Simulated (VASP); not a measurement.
# VASP 6.6.1 run: GaSb

INCAR

```
NELM = 66
ENCUT = 600
NBANDS = 16
LWAVE = .FALSE.
LASPH = .TRUE.
SIGMA = 0.02
ISIF = 3
ISMEAR = -1
NSW = 30
IBRION = 2
GGA = CA
LREAL = .FALSE.
PREC = Accurate
EDIFF = 1E-7
LCHARG = .FALSE.
ICHARG = 12
EDIFFG = -5E-3
```

KPOINTS

```
KPOINTS created by Atomic Simulation Environment
0
Gamma
6 6 6
0 0 0
```

POSCAR

```
Ga Sb
 1.0000000000000000
    -0.0000000000000000    3.1090646161194466    3.1090646161194466
     3.1090646161194466    0.0000000000000000    3.1090646161194466
     3.1090646161194466    3.1090646161194466    0.0000000000000000
 Ga  Sb
   1   1
Cartesian
  0.0000000000000000  0.0000000000000000  0.0000000000000000
  1.5545323080597233  1.5545323080597233  1.5545323080597233
```

The recommended LDA PAW datasets give the neutral cell 18 valence electrons.

Command

```
mpirun -np 1 vasp_std
```

OSZICAR

```
N       E                     dE             d eps       ncg     rms          rms(c)
DAV:   1     0.845416079365E+02    0.84542E+02   -0.91742E+03   520   0.147E+03
DAV:   2    -0.162381145002E+01   -0.86165E+02   -0.82900E+02   600   0.320E+02
DAV:   3    -0.856749002166E+01   -0.69437E+01   -0.69263E+01   624   0.678E+01
DAV:   4    -0.869499119827E+01   -0.12750E+00   -0.12749E+00   664   0.102E+01
DAV:   5    -0.869814796004E+01   -0.31568E-02   -0.31567E-02   640   0.143E+00
DAV:   6    -0.869835584074E+01   -0.20788E-03   -0.20788E-03   768   0.322E-01
DAV:   7    -0.869835656100E+01   -0.72026E-06   -0.72002E-06   672   0.197E-02
DAV:   8    -0.869835657254E+01   -0.11540E-07   -0.11322E-07   584   0.292E-03
   1 F= -.86983566E+01 E0= -.86981798E+01  d E =-.869836E+01
       N       E                     dE             d eps       ncg     rms          rms(c)
...
       N       E                     dE             d eps       ncg     rms          rms(c)
DAV:   1    -0.810115858269E+01    0.57950E-02   -0.56958E-04   664   0.376E-01
DAV:   2    -0.810115917667E+01   -0.59398E-06   -0.59393E-06   512   0.197E-02
DAV:   3    -0.810115918089E+01   -0.42146E-08   -0.42379E-08   576   0.214E-03
  20 F= -.81011592E+01 E0= -.81011592E+01  d E =0.115539E-01
       N       E                     dE             d eps       ncg     rms          rms(c)
DAV:   1    -0.810446536756E+01   -0.33062E-02   -0.18479E-04   664   0.214E-01
DAV:   2    -0.810446555468E+01   -0.18712E-06   -0.18705E-06   512   0.111E-02
DAV:   3    -0.810446555577E+01   -0.10928E-08   -0.11462E-08   480   0.112E-03
  21 F= -.81044656E+01 E0= -.81044656E+01  d E =0.824750E-02
```

It converged. Results: relaxed cell vector lengths 3.940, 3.940, 3.940 Å; relaxed cell volume 43.25 Å³.

```json
{"ionic step": "1", "ΔE (meV/atom)": "0.0", "volume (Å³)": "60.11", "largest force (eV/Å)": "0.000", "pressure (GPa)": "-26.15", "electronic steps": "8"}
{"ionic step": "2", "ΔE (meV/atom)": "4665.1", "volume (Å³)": "26.73", "largest force (eV/Å)": "0.000", "pressure (GPa)": "237.69", "electronic steps": "7"}
{"ionic step": "3", "ΔE (meV/atom)": "-5.5", "volume (Å³)": "50.53", "largest force (eV/Å)": "0.000", "pressure (GPa)": "-18.42", "electronic steps": "6"}
{"ionic step": "4", "ΔE (meV/atom)": "94.5", "volume (Å³)": "46.91", "largest force (eV/Å)": "0.000", "pressure (GPa)": "-11.33", "electronic steps": "5"}
{"ionic step": "5", "ΔE (meV/atom)": "337.3", "volume (Å³)": "42.72", "largest force (eV/Å)": "0.000", "pressure (GPa)": "2.11", "electronic steps": "5"}
{"ionic step": "6", "ΔE (meV/atom)": "292.5", "volume (Å³)": "43.31", "largest force (eV/Å)": "0.000", "pressure (GPa)": "-0.24", "electronic steps": "4"}
{"ionic step": "7", "ΔE (meV/atom)": "292.6", "volume (Å³)": "43.31", "largest force (eV/Å)": "0.000", "pressure (GPa)": "-0.23", "electronic steps": "2"}
{"ionic step": "15", "ΔE (meV/atom)": "293.0", "volume (Å³)": "43.30", "largest force (eV/Å)": "0.000", "pressure (GPa)": "-0.21", "electronic steps": "2"}
{"ionic step": "16", "ΔE (meV/atom)": "293.2", "volume (Å³)": "43.30", "largest force (eV/Å)": "0.000", "pressure (GPa)": "-0.20", "electronic steps": "2"}
{"ionic step": "17", "ΔE (meV/atom)": "293.5", "volume (Å³)": "43.29", "largest force (eV/Å)": "0.000", "pressure (GPa)": "-0.18", "electronic steps": "2"}
{"ionic step": "18", "ΔE (meV/atom)": "294.3", "volume (Å³)": "43.28", "largest force (eV/Å)": "0.000", "pressure (GPa)": "-0.14", "electronic steps": "2"}
{"ionic step": "19", "ΔE (meV/atom)": "295.7", "volume (Å³)": "43.26", "largest force (eV/Å)": "0.000", "pressure (GPa)": "-0.07", "electronic steps": "3"}
{"ionic step": "20", "ΔE (meV/atom)": "298.6", "volume (Å³)": "43.22", "largest force (eV/Å)": "0.000", "pressure (GPa)": "0.09", "electronic steps": "3"}
{"ionic step": "21", "ΔE (meV/atom)": "296.9", "volume (Å³)": "43.25", "largest force (eV/Å)": "0.000", "pressure (GPa)": "0.00", "electronic steps": "3"}
```

Question: What is wrong with this input?

Answer: Density file missing or never updated. On sound settings the LDA relaxation ends at 55.45 Å³.
